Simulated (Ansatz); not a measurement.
CuI (Marshite) under changes of volume

One of the cells (27.859 Å³/atom); the others are scaled copies at fixed shape and fractional positions:

```
I Cu
1.0
     0.00000    3.03150    3.03150
     3.03150    0.00000    3.03150
     3.03150    3.03150    0.00000
I Cu
1 1
Direct
  0.00000 0.00000 0.00000
  0.75000 0.75000 0.75000
```

- Program: Ansatz 0.2.0
- Functional: PBEsol
- Potentials or basis: Ansatz PAW
- Cutoff: 420 eV (not typed: the program's choice for these potentials)
- k mesh: 8 × 8 × 8
- Occupations: fermi-dirac, width 0.05 eV
- Spin: spin-orbit coupling, no magnetisation

```csv
volume (Å³/atom),energy over the lowest point (meV/atom),pressure (GPa),gap on the mesh (eV)
26.188,0.00,0.1,1.00
26.745,1.51,-0.9,0.95
27.302,6.22,-1.8,0.90
27.859,13.73,-2.5,0.85
28.417,23.69,-3.2,0.80
28.974,?,?,?
29.531,49.75,-4.3,0.72
```

**Question.** What does the run at 28.974 Å³/atom give?

**Answer.** Energy over the lowest point 35.79 meV/atom; pressure -3.8 GPa; gap on the mesh 0.76 eV.

Worked out: A Birch-Murnaghan fit of order 3 (a polynomial in V^(-2/3)) to the other rows has its minimum at 26.22 Å³/atom with B0 = V·E''(V) = 49 GPa and B' = 5.2. It gives 35.79 meV/atom at 28.974 Å³/atom, against the run's 35.79, and -dE/dV = -3.8 GPa, against -3.8. A straight line through the other rows of the gap, of slope -2.36 eV per unit of ln V (its deformation potential), gives 0.76 eV, against the run's 0.76.

Energies are extrapolated to zero smearing.

Caveats: the PAW data sets come from PBE, with cores solved anew for the run's functional, which leaves a small shift of forces and pressure.
